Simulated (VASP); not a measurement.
# Sr (P6/mmm) in VASP: single point with PBEsol

Aim: the single point of Sr with PBEsol.

Everything below comes from runs of VASP 6.6.1. Logs are shortened: lines on timing, memory, paths and dates and some standing lists are left out, and cuts for length are marked.

### Step 1. The structure

It takes space group P6/mmm (No. 191, hexagonal). Conventional cell: a = 10.988 Å, b = 10.988 Å, c = 4.421 Å, α = 90.00°, β = 90.00°, γ = 120.00°. Around Sr (site symmetry 6/mmm) lie 2 Sr at 4.42 Å.

This isn't the form of Sr at room conditions, which is fcc.

### Step 2. Single point, PBEsol

INCAR reads:

```
PREC = Accurate ; ENCUT = 520
EDIFF = 1E-6 ; ISMEAR = -1
SIGMA = 0.1 ; LREAL = False
LASPH = True ; NELM = 100
ALGO = Normal ; ISIF = 2
LWAVE = False ; LCHARG = True
GGA = PS ; LELF = True
LVHAR = True ; NBANDS = 11
```

KPOINTS reads:

```
Automatic mesh
0
Gamma
  3 3 5
```

POSCAR reads:

```
Sr
1.0
   10.9876300000      0.0000000000      0.0000000000
   -5.4938150000      9.5155667074      0.0000000000
    0.0000000000      0.0000000000      4.4211120000
Sr
1
Direct
    0.0000000000      0.0000000000      0.0000000000
```

Potentials or basis: VASP PAW PBE potentials, release 64 (Sr_sv).

Run with:

```console
cat potpaw_PBE.64/Sr_sv/POTCAR > POTCAR
mpirun -np 1 vasp_std > vasp.out
```

OUTCAR:

```text
PREC = Accurate
   ENCUT = 520
   EDIFF = 1E-6
   ISMEAR = -1
   LREAL = False
   LASPH = True
   NELM = 100
   ISIF = 2
   GGA = PS

 ion  position               nearest neighbor table
   1  0.000  0.000  0.000-

  LATTYP: Found a hexagonal cell.
 ALAT       =    10.9876300000
 C/A-ratio  =     0.4023717581

  Lattice vectors:

 A1 = (  10.9876300000,   0.0000000000,   0.0000000000)
 A2 = (  -5.4938150000,   9.5155667074,   0.0000000000)
 A3 = (   0.0000000000,   0.0000000000,   4.4211120000)

Analysis of symmetry for initial positions (statically):
=====================================================================
 Subroutine PRICEL returns:
 Original cell was already a primitive cell.

 Routine SETGRP: Setting up the symmetry group for a
 hexagonal supercell.

 Subroutine GETGRP returns: Found 24 space group operations
 (whereof 24 operations were pure point group operations)
 out of a pool of 24 trial point group operations.

The static configuration has the point symmetry D_6h.

Analysis of symmetry for dynamics (positions and initial velocities):
=====================================================================
 Subroutine PRICEL returns:
 Original cell was already a primitive cell.

 Routine SETGRP: Setting up the symmetry group for a
 hexagonal supercell.

 Subroutine GETGRP returns: Found 24 space group operations
 (whereof 24 operations were pure point group operations)
 out of a pool of 24 trial point group operations.

The dynamic configuration has the point symmetry D_6h.

 Subroutine INISYM returns: Found 24 space group operations
 (whereof 24 operations are pure point group operations),
 and found     1 'primitive' translations

----------------------------------------------------------------------------------------

                                     Primitive cell

  volume of cell :     462.2428

  direct lattice vectors                    reciprocal lattice vectors
    10.987630000  0.000000000  0.000000000     0.091011437  0.052545478  0.000000000
    -5.493815000  9.515566707  0.000000000     0.000000000  0.105090956  0.000000000
     0.000000000  0.000000000  4.421112000     0.000000000  0.000000000  0.226187439

  length of vectors
    10.987630000 10.987630000  4.421112000     0.105090956  0.105090956  0.226187439

  position of ions in fractional coordinates (direct lattice)
     0.000000000  0.000000000  0.000000000

  ion indices of the primitive-cell ions
   primitive index   ion index
                 1           1

----------------------------------------------------------------------------------------

 KPOINTS: Automatic mesh

Automatic generation of k-mesh.
 Grid dimensions read from file:
 generate k-points for:    3    3    5

 Generating k-lattice:

  Cartesian coordinates                     Fractional coordinates (reciprocal lattice)
     0.030337146  0.017515159  0.000000000     0.333333333 -0.000000000  0.000000000
     0.000000000  0.035030319  0.000000000     0.000000000  0.333333333  0.000000000
     0.000000000  0.000000000  0.045237488     0.000000000  0.000000000  0.200000000

  Length of vectors
     0.035030319  0.035030319  0.045237488

  Shift w.r.t. Gamma in fractional coordinates (k-lattice)
     0.000000000  0.000000000  0.000000000

 Subroutine IBZKPT returns following result:
 ===========================================

 Found      9 irreducible k-points:

 Following reciprocal coordinates:
            Coordinates               Weight
  0.000000  0.000000  0.000000      1.000000
  0.333333  0.000000  0.000000      6.000000
  0.333333  0.333333  0.000000      2.000000
  0.000000  0.000000  0.200000      2.000000
  0.333333  0.000000  0.200000     12.000000
  0.333333  0.333333  0.200000      4.000000
  0.000000  0.000000  0.400000      2.000000
  0.333333  0.000000  0.400000     12.000000
  0.333333  0.333333  0.400000      4.000000
   k-points           NKPTS =      9   k-points in BZ     NKDIM =      9   number of bands    NBANDS=     11
   number of dos      NEDOS =    301   number of ions     NIONS =      1
   total plane-waves  NPLWV = 254016
   dimension x,y,z NGX =    84 NGY =   84 NGZ =   36
   dimension x,y,z NGXF=   168 NGYF=  168 NGZF=   72
   ions per type =               1
   NGX,Y,Z   is equivalent  to a cutoff of  12.71, 12.71, 13.54 a.u.
   NGXF,Y,Z  is equivalent  to a cutoff of  25.42, 25.42, 27.07 a.u.
 SYSTEM =  unknown system
   PREC   = accura    normal or accurate (medium, high low for compatibility)
   ISTART =      0    job   : 0-new  1-cont  2-samecut
   ICHARG =      2    charge: 1-file 2-atom 10-const
   ISPIN  =      1    spin polarized calculation?
   LNONCOLLINEAR =      F non collinear calculations
   LSORBIT =      F    spin-orbit coupling
   LASPH  =      T    aspherical Exc in radial PAW
   ENCUT  =  520.0 eV  38.22 Ry    6.18 a.u.  20.43 20.43  8.22*2*pi/ulx,y,z
   NELM   =    100;   NELMIN=  2; NELMDL= -5     # of ELM steps
   EDIFF  = 0.1E-05   stopping-criterion for ELM
   LREAL  =      F    real-space projection
   EDIFFG = 0.1E-04   stopping-criterion for IOM
   NSW    =      0    number of steps for IOM
   IBRION =     -1    ionic relax: 0-MD 1-quasi-New 2-CG
   NFREE  =      0    steps in history (QN), initial steepest desc. (CG)
   ISIF   =      2    stress and relaxation
   ISYM   =      2    0-nonsym 1-usesym 2-fastsym
   POTIM  = 0.5000    time-step for ionic-motion
   TEBEG  =    0.0;   TEEND  =   0.0 temperature during run
   PSTRESS=    0.0 pullay stress
   NELECT =      10.0000    total number of electrons
   NUPDOWN=      -1.0000    fix difference up-down
   EMIN   =  10.00;   EMAX   =-10.00  energy-range for DOS
   EFERMI =   0.00;   METHOD = LEGACY
   ISMEAR =    -1;   SIGMA  =   0.10  broadening in eV -4-tet -1-fermi 0-gaus
   EFERMI_NEDOS =   21; number of points for ismear=-14 and -15
   IALGO  =     38    algorithm
   IMIX   =      4    mixing-type and parameters
     AMIX     =   0.40;   BMIX     =  1.00
     AMIX_MAG =   1.60;   BMIX_MAG =  1.00
  volume/ion in A,a.u.               =     462.24      3119.37
  Fermi-wavevector in a.u.,A,eV,Ry     =   0.456161  0.862019  2.831138  0.208083
  Thomas-Fermi vector in A             =   1.440167
   LORBIT       =      0    0 simple, 1 ext, 2 COOP (PROOUT), +10 PAW based schemes
   GGA     = PS    functional components
   LHFCALC =     F    Hartree Fock is set to
   AEXX    =    0.0000 exact exchange contribution
   IVDW    =     0    specifies the selected vdW correction
   LEPSILON=     F    determine dielectric tensor
   LRPA    =     F    only Hartree local field effects (RPA)
 non-spin polarized calculation
  energy-cutoff  :      520.00
  volume of cell :      462.24
 maximum number of plane-waves:     12474
 NGX is ok and might be reduce to    84
   NGX = 41   NGY = 41   NGZ = 17

 number of electron      10.0000000 magnetization

 Free energy of the ion-electron system (eV)
  ---------------------------------------------------
  ext. energy  EPLUGINS =         0.00000000
  ---------------------------------------------------
  free energy    TOTEN  =        -0.34782489 eV

  energy without entropy =       -0.33530065  energy(sigma->0) =       -0.34156277

 E-fermi :  -1.7543     XC(G=0):  -2.1676

 val. band max:       -2.1862420266   @ k =   0.3333   0.3333   0.4000
 cond. band min:      -1.2103495580   @ k =   0.3333   0.0000   0.0000
 fundamental gap:      0.9758924686
 Fermi energy:        -1.7543163122

 k-point     1 :       0.0000    0.0000    0.0000
  band No.  band energies     occupation
      1     -39.9241      2.00000
      2     -21.9138      2.00000
      3     -21.9138      2.00000
      4     -21.7394      2.00000
      5      -3.7149      2.00000
      6      -1.0874      0.00254
      7      -1.0659      0.00205
      8      -1.0659      0.00205
      9      -0.7271      0.00007
     10      -0.7271      0.00007
     11       0.4472      0.00000

 k-point     2 :       0.3333    0.0000    0.0000
  band No.  band energies     occupation
      1     -39.9241      2.00000
      2     -21.9138      2.00000
      3     -21.9138      2.00000
      4     -21.7394      2.00000
      5      -3.7092      2.00000
      6      -1.2103      0.00864
      7      -1.0968      0.00278
      8      -1.0279      0.00140
      9      -0.7341      0.00007
     10      -0.6909      0.00005
     11       0.5997      0.00000

 k-point     3 :       0.3333    0.3333    0.0000
  band No.  band energies     occupation
      1     -39.9241      2.00000
      2     -21.9138      2.00000
      3     -21.9138      2.00000
      4     -21.7394      2.00000
      5      -3.7063      2.00000
      6      -1.1923      0.00722
      7      -1.1923      0.00722
      8      -1.0142      0.00122
      9      -0.7002      0.00005
     10      -0.7002      0.00005
     11       0.5976      0.00000

 k-point     4 :       0.0000    0.0000    0.2000
  band No.  band energies     occupation
      1     -39.9232      2.00000
      2     -21.9118      2.00000
      3     -21.9118      2.00000
      4     -21.7620      2.00000
      5      -3.2931      2.00000
      6      -1.0655      0.00204
      7      -1.0655      0.00204
      8      -0.8547      0.00025
      9      -0.5677      0.00001
     10      -0.5677      0.00001
     11       0.4883      0.00000

 k-point     5 :       0.3333    0.0000    0.2000
  band No.  band energies     occupation
      1     -39.9232      2.00000
      2     -21.9118      2.00000
      3     -21.9118      2.00000
      4     -21.7620      2.00000
      5      -3.2864      2.00000
      6      -1.1457      0.00454
      7      -1.0831      0.00243
      8      -0.8224      0.00018
      9      -0.5734      0.00001
     10      -0.5400      0.00001
     11       0.3226      0.00000

 k-point     6 :       0.3333    0.3333    0.2000
  band No.  band energies     occupation
      1     -39.9232      2.00000
      2     -21.9118      2.00000
      3     -21.9118      2.00000
      4     -21.7620      2.00000
      5      -3.2829      2.00000
      6      -1.1384      0.00422
      7      -1.1384      0.00422
      8      -0.8085      0.00016
      9      -0.5501      0.00001
     10      -0.5501      0.00001
     11       0.3479      0.00000

 k-point     7 :       0.0000    0.0000    0.4000
  band No.  band energies     occupation
      1     -39.9218      2.00000
      2     -21.9085      2.00000
      3     -21.9085      2.00000
      4     -21.7981      2.00000
      5      -2.2001      1.97710
      6      -1.1564      0.00505
      7      -1.1564      0.00505
      8      -0.9322      0.00054
      9      -0.2605      0.00000
     10      -0.2605      0.00000
     11       0.6558      0.00000

 k-point     8 :       0.3333    0.0000    0.4000
  band No.  band energies     occupation
      1     -39.9218      2.00000
      2     -21.9085      2.00000
      3     -21.9085      2.00000
      4     -21.7981      2.00000
      5      -2.1909      1.97492
      6      -1.1696      0.00576
      7      -1.1596      0.00521
      8      -0.9259      0.00050
      9      -0.2622      0.00000
     10      -0.2495      0.00000
     11       0.4904      0.00000

 k-point     9 :       0.3333    0.3333    0.4000
  band No.  band energies     occupation
      1     -39.9218      2.00000
      2     -21.9085      2.00000
      3     -21.9085      2.00000
      4     -21.7981      2.00000
      5      -2.1862      1.97373
      6      -1.1687      0.00571
      7      -1.1687      0.00571
      8      -0.9227      0.00049
      9      -0.2540      0.00000
     10      -0.2540      0.00000
     11       0.5088      0.00000

------------------------ aborting loop because EDIFF is reached ----------------------------------------

  FORCE on cell =-STRESS in cart. coord.  units (eV):
  Direction    XX          YY          ZZ          XY          YZ          ZX
  --------------------------------------------------------------------------------------
  -------------------------------------------------------------------------------------
  Total       -0.0051347     -0.0051347     -0.0942134      0.0000000      0.0000000      0.0000000
  in kB       -0.0177974     -0.0177974     -0.3265524      0.0000000      0.0000000      0.0000000
  external PRESSURE =      -0.1207157 kB  Pullay stress =       0.0000000 kB

 VOLUME and BASIS-vectors are now :
 -----------------------------------------------------------------------------
  energy-cutoff  :      520.00
  volume of cell :      462.24
      direct lattice vectors                 reciprocal lattice vectors
    10.987630000  0.000000000  0.000000000     0.091011437  0.052545478  0.000000000
    -5.493815000  9.515566707  0.000000000     0.000000000  0.105090956  0.000000000
     0.000000000  0.000000000  4.421112000     0.000000000  0.000000000  0.226187439

 POSITION                                       TOTAL-FORCE (eV/Angst)
 -----------------------------------------------------------------------------------
      0.00000      0.00000      0.00000        -0.000000      0.000000      0.000000
 -----------------------------------------------------------------------------------
    total drift:                               -0.000000     -0.000000      0.000000

  FREE ENERGIE OF THE ION-ELECTRON SYSTEM (eV)
  ---------------------------------------------------
  free  energy   TOTEN  =        -0.3478248895 eV

  energy  without entropy=       -0.3353006452  energy(sigma->0) =       -0.34156277
```

It took 72 s on 1 thread of Intel Xeon Platinum 8488C (Sapphire Rapids), shared host; peak memory 0.5 GiB.

What came out:

* Free energy: -0.3478 eV
* Pressure: 0.0 GPa
* Band gap on the k mesh: 0.98 eV, indirect (least direct gap 1.02 eV)

Caveat: the PAW data sets were made with another functional, which shifts forces and pressure a little; an odd mesh through Γ misses points on the zone boundary, where band edges often lie.
